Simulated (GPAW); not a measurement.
# KCl (Sylvite) (Fm-3m) in GPAW: notebook, part 3 of 3

GPAW 26.7.0. The steps go on from the part before.

### 8 Summary

| task | level | potentials or basis | cutoff (eV) | older calculator (legacy_gpaw) | band path | band points | grid spacing | gap on the mesh (eV) | V0 of scaled cells (Å³/atom) | B0 (GPa) |
| --- | --- | --- | --- | --- | --- | --- | --- | --- | --- | --- |
| equation of state | PBE | GPAW PAW data sets (gpaw-data 1.2.1), pw | 600 | - | - | - | - | - | 32.48 | 16 |
| equation of state | PBE+D3(BJ) | GPAW PAW data sets (gpaw-data 1.2.1), pw | 600 | - | - | - | - | - | 30.70 | 19 |
| equation of state | optB88-vdW | GPAW PAW data sets (gpaw-data 1.2.1), pw | 600 | yes | - | - | - | - | - | - |
| band structure | PBE | GPAW PAW data sets (gpaw-data 1.2.1), fd | - | - | GXWKGLUWLK,UX | 100 | 0.16 Å | 5.19 | - | - |
| band structure | r2SCAN | GPAW PAW data sets (gpaw-data 1.2.1), pw | 600 | - | GXWKGLUWLK,UX | 60 | - | 5.83 | - | - |
| equation of state | r2SCAN | GPAW PAW data sets (gpaw-data 1.2.1), pw | 600 | - | - | - | - | - | - | - |

Alike in all rows: no spin polarisation; cell as given; k mesh 7 × 7 × 7; smearing fermi-dirac 0.05 eV.

Caveats: the PAW data sets were made with another functional, which shifts forces and pressure a little (some runs); the fit is doubtful: noisy points or a state that changes with volume (some runs); the points scatter about the fit (some runs).

Absolute energies hang on the potentials; compare differences alone.

### 9 Comparison with measurements

Step 5. Measured gap of KCl: 8.68 eV (a printed reference work, monograph). This calculation gives 5.19 eV (-3.49 eV). The value is that of PBE, without temperature or zero-point motion. Semilocal functionals fall short of measured gaps as a rule.

Step 6. A measured gap of KCl is 8.68 eV (a printed reference work, monograph); the calculated 5.83 eV misses it by -2.85 eV. The value is that of r2SCAN, without temperature or zero-point motion.
